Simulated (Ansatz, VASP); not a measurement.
## Two plane-wave programs on PbS

The input INCAR:

```
PREC     = Accurate       # precision mode
ENCUT    = 520            # plane-wave cutoff, eV
EDIFF    = 1E-6           # SCF threshold, eV
ISMEAR   = 0              # smearing method
SIGMA    = 0.1            # smearing width, eV
LREAL    = False          # projectors in reciprocal space
LASPH    = True           # aspherical terms in the spheres
NELM     = 60             # most SCF steps
ALGO     = Normal         # electronic algorithm
ISIF     = 2              # what is computed and relaxed
LWAVE    = False          # write WAVECAR
LCHARG   = True           # write CHGCAR
GGA      = CA             # functional
LELF     = True           # ELF
LVHAR    = True         
NBANDS   = 17             # bands
```

KPOINTS

```
regular mesh
0
Gamma
  6 6 6
```

POSCAR

```
PbS
1.0
    3.6536590000      0.0000000000      0.0000000000
    0.0000000000      3.6536590000      0.0000000000
    0.0000000000      0.0000000000      3.6536590000
Pb S
1 1
Direct
    0.0000000000      0.0000000000      0.0000000000
    0.5000000000      0.5000000000      0.5000000000
```

Input for Ansatz:

```yaml
crystal:
  lattice:
    - [3.653659, 0.0, 0.0]
    - [0.0, 3.653659, 0.0]
    - [0.0, 0.0, 3.653659]
  atoms:
    - { symbol: Pb, position: [0.0, 0.0, 0.0] }
    - { symbol: S, position: [0.5, 0.5, 0.5] }
basis:
  ecutwfc: 420
kpoints:
  mp_grid: { grid: [6, 6, 6] }
hamiltonian:
  xc: lda
scf:
  occupations: { method: gaussian, width: 0.1 }
output:
  forces: true
  stress: true
  eigenvalues: true
```

Measurements of this composition are mostly on another form, of space group No. 225.

Alike in both runs: task single point; functional LDA; k mesh 6 × 6 × 6; occupations gaussian, width 0.1 eV; no spin polarisation.

|  | VASP | Ansatz |
| --- | --- | --- |
| version | VASP 6.6.1 | Ansatz 0.2.0 |
| potentials or method | VASP PAW LDA potentials, release 64 (Pb_d, S) | scalar-relativistic, plane waves, PAW |
| plane-wave cutoff (eV) | 520 | 420 |
| valence electrons in the cell | 20 | 20 |

```csv
,VASP,Ansatz,Ansatz less VASP
gap on the k mesh at the Fermi level (eV),none,none,-
pressure (GPa),-5.0,-5.0,-0.02
```

A gap of «none» marks a metal or a gap that the smearing closes.

Spin-orbit coupling is left out, which matters for the levels of Pb.
